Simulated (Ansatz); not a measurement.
# Zr under changes of volume

One of the cells (23.281 Å³/atom); the others are scaled copies at fixed shape and fractional positions:

```
Zr
1.0
     3.23200    0.00000    0.00000
    -1.61600    2.79899    0.00000
     0.00000    0.00000    5.14700
Zr
2
Direct
  0.66667 0.33333 0.75000
  0.33333 0.66667 0.25000
```

```yaml
Program: Ansatz 0.2.0
Functional: PBEsol
Potentials_or_basis: all-electron LAPW, scalar-relativistic
Cutoff: 187 eV (chosen from the basis error)
Basis_error_allowed: 0.0005 eV/atom
k_mesh: 9 × 9 × 5
Occupations: fermi-dirac, width 0.05 eV
Spin: no spin polarisation
```

```csv
volume (Å³/atom),energy over the lowest point (meV/atom),pressure (GPa)
21.884,4.98,2.8
22.350,0.00,0.6
22.815,1.12,-1.4
23.281,7.84,-3.3
23.746,?,?
24.212,36.32,-6.5
24.678,57.30,-8.0
```

**Question.** What does the run at 23.746 Å³/atom give?

**Answer.** Energy over the lowest point 19.71 meV/atom; pressure -5.0 GPa.

Worked out: A Birch-Murnaghan fit of order 3 (a polynomial in V^(-2/3)) to the other rows has its minimum at 22.49 Å³/atom with B0 = V·E''(V) = 99 GPa and B' = 3.1 at fixed shape and positions, which overstates the stiffness. It gives 19.70 meV/atom at 23.746 Å³/atom, against the run's 19.71, and -dE/dV = -4.9 GPa, against -5.0.

Energies are extrapolated to zero smearing.

The runs don't all hold the same shells in valence.
